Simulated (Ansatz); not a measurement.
Runs of Ansatz 0.2.0 on Bi. The structure is trigonal, space group R-3m (No. 166). The conventional cell has a = 4.535 Å, b = 4.535 Å, c = 11.814 Å, α = 90.00°, β = 90.00°, γ = 120.00°. Bi (site symmetry 3m) is surrounded by 6 Bi at 3.06 to 3.52 Å. 

```tsv
task	level	potentials or basis	spin	k mesh	cutoff (eV)	smearing	q mesh	points for each segment of the path	mesh quality	gap on the mesh (eV)	pressure (GPa)	V0 of scaled cells (Å³/atom)	B0 (GPa)	largest force (eV/Å)
equation of state	PBE	Ansatz PAW	off	7 × 7 × 7	420	fermi-dirac 0.05 eV	-	-	not flagged	-	-	36.64	43	-
phonons	BLYP+D3(BJ)	Ansatz NC	off	6 × 6 × 6	898	fermi-dirac 0.01 eV	2 × 2 × 2	8	not flagged	none	-	-	-	-
equation of state	HSE06	Ansatz PAW	off	4 × 4 × 4	420	fermi-dirac 0.05 eV	-	-	coarse	-	-	35.27	49	-
band structure	PBEsol	Ansatz PAW	off	7 × 7 × 7	420	fermi-dirac 0.05 eV	-	14	not flagged	-	-0.4	-	-	0.13
single point	LDA	Ansatz PAW	off	7 × 7 × 7	420	gaussian 0.02 eV	-	-	not flagged	0.27	-1.6	-	-	0.05
equation of state	PBE0	Ansatz PAW	off	4 × 4 × 4	420	fermi-dirac 0.05 eV	-	-	coarse	-	-	35.26	(a)	-
ladder of functionals	SVWN5+D4	Ansatz PAW	collinear, antiferromagnetic start	7 × 7 × 7	420	cold 0.1 eV	-	-	not flagged	0.27	(b)	-	-	0.04
projected density of states	PBEsol	Ansatz PAW	off	4 × 4 × 4	420	fermi-dirac 0.05 eV	-	-	coarse	none	-0.5	-	-	(c)
```

Alike in all rows: cell as given.

Problem. Fill in the values left out.

Solution. (a) 50; (b) -3.8; (c) 0.10.

Caveats: some runs use coarse meshes; spin-orbit coupling is left out, which moves the levels of the heavy elements (some runs); the PAW data sets come from PBE, with cores solved anew for the run's functional, which leaves a small shift of forces and pressure (some runs); the cell was scaled at fixed shape and fractional positions, which overstates the stiffness of a crystal with free parameters, most of all of layers and chains (some runs); odd divisions of the mesh miss points on the zone boundary, where band edges often lie, so the gap on the mesh can be too wide (some runs); spin-orbit coupling is left out, which as a rule narrows the gap of such compounds by several tenths of an eV (some runs); the potentials were made for another functional, which shifts forces and pressure (some runs); some modes are imaginary (some runs).

A k mesh can miss the band edges, and the runs leave out spin-orbit coupling on Bi.

A gap of «none» marks a metal or a gap under the smearing width.

Not every run made on this cell is shown here.
